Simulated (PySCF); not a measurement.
Static response to an electric field

Methyl vinyl ketone, C4H6O.
Structure used (GFN2-xTB), in Å, numbered top down from 1:
```
atom  x, y, z in Å
C1     1.4278   -0.7385   -0.3920
C2     1.0440    0.4679    0.0027
C3    -0.3456    0.8845    0.2963
C4    -1.4287   -0.1526    0.1306
O5    -0.5864    2.0154    0.6538
H6     0.7371   -1.5517   -0.5394
H7     2.4641   -0.9608   -0.5865
H8     1.7708    1.2586    0.1389
H9    -2.3915    0.2879    0.3747
H10   -1.2398   -0.9960    0.7907
H11   -1.4463   -0.5120   -0.8957
```

Level: wB97X-D/def2-SVPD (PySCF), static field, nuclei fixed, core orbitals frozen in the response. The polarisability tensor in these axes (au):

```
x   55.97 -7.05 -4.39
y   -7.05 61.51  7.94
z   -4.39  7.94 39.86
```

What are the eigenvalues, a third of the trace, and Δα (Δα² = ½Σ(αi − αj)² over the three pairs)?

Principal values 37.02, 51.20 and 69.11 au; mean 52.44 au = 7.77 Å³ = 8.65 × 10⁻⁴⁰ C²·m²/J; Δα = 27.85 au (53 % of the mean).

What is the dipole moment, and where does it point?

(0.82, -3.21, -1.03) D, 3.47 D in size, pointing from the negative to the positive side. Measured along this direction, the outermost atoms are O5 at the negative end and H6 at the positive end.

Find the Langevin capture rate constant for O2+ (31.990 u) meeting this molecule (70.042 u), k = 2.342 × 10⁻⁹ cm³/s × √(α in Å³ / reduced mass in u).

The reduced mass is 21.96 u, so k = 1.39 × 10⁻⁹ cm³/s. The formula leaves out the permanent dipole, which adds to the capture rate.

Refractivity n − 1 of an ideal gas of it at 350 K and 1 atm, from the electronic α?

N = p/kT = 2.0968 × 10¹⁹ cm⁻³, so n − 1 = 2π × N × 7.77 × 10⁻²⁴ cm³ = 1024 × 10⁻⁶ at long wavelengths.

In a dilute gas of rigid molecules at 400 K, how does the orientational term μ²/3kT compare with the electronic polarisability?

In Gaussian units μ²/3kT = 72.80 Å³ against 7.77 Å³, a ratio of 9.37; the Debye molar polarisation (4π/3)N_A(α + μ²/3kT) is 203.2 cm³/mol, leaving out the vibrational part.

Give the eigenvalues of the traceless quadrupole moment Θ = ½Σq(3rr − r²1), origin at the centre of nuclear charge.

-5.31, -0.28, 5.59 D·Å. The values depend on the origin, since the dipole doesn't vanish. The electronic extent ⟨r²⟩ about the same centre is 431 bohr², a root-mean-square distance of 1.78 Å for the 38 electrons.

Estimate the molar refractivity from the static electronic polarisability.

Lorentz–Lorenz: R = (4π/3)N_A α = 2.5225 cm³/(mol·Å³) × 7.77 Å³ = 19.6 cm³/mol, in the limit of long wavelengths.

Isolated species at its GFN2-xTB geometry (one conformer only).
